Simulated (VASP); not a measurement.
Here is a VASP 6.6.1 calculation.

The input INCAR:

```
SYSTEM = CuI
PREC = Accurate
ENCUT = 600
EDIFF = 1E-6
ISMEAR = 0
SIGMA = 0.03
LREAL = .FALSE.
LASPH = .TRUE.
NELM = 80
ALGO = Normal
ISIF = 3
LWAVE = .FALSE.
LCHARG = .FALSE.
GGA = PE
IBRION = 2
NSW = 90
EDIFFG = -0.01
```

The input KPOINTS:

```
Automatic mesh
0
G
  8 8 8
  0 0 0
```

File POSCAR:

```
CuI
1.0
    0.0000000000      3.0315000000      3.0315000000
    3.0315000000      0.0000000000      3.0315000000
    3.0315000000      3.0315000000      0.0000000000
Cu I
1 1
Direct
    0.2500000000      0.2500000000      0.2500000000
    0.0000000000      0.0000000000      0.0000000000
```

Potentials or basis: VASP PAW PBE potentials, release 64 (Cu, I).

Launch:

```console
$ cat potpaw_PBE.64/Cu/POTCAR potpaw_PBE.64/I/POTCAR > POTCAR
$ mpirun -np 1 vasp_std > vasp.out
```

**Question.** Predict the band gap on the k mesh.

**Answer.** 1.12 eV, direct.

**Question.** Predict the space group after relaxing (to 0.05 Å).

**Answer.** F-43m (No. 216).

Step by step:
```csv
step,energy change (eV),largest force (eV/Å),pressure (GPa),volume (Å³)
1,0.0000,0.0000,0.33,55.72
2,-0.0006,0.0000,0.05,56.18
```

Caveat: spin-orbit coupling is left out, which moves the levels of the heavy elements. PBE usually gives volumes a little too large and moduli too small.
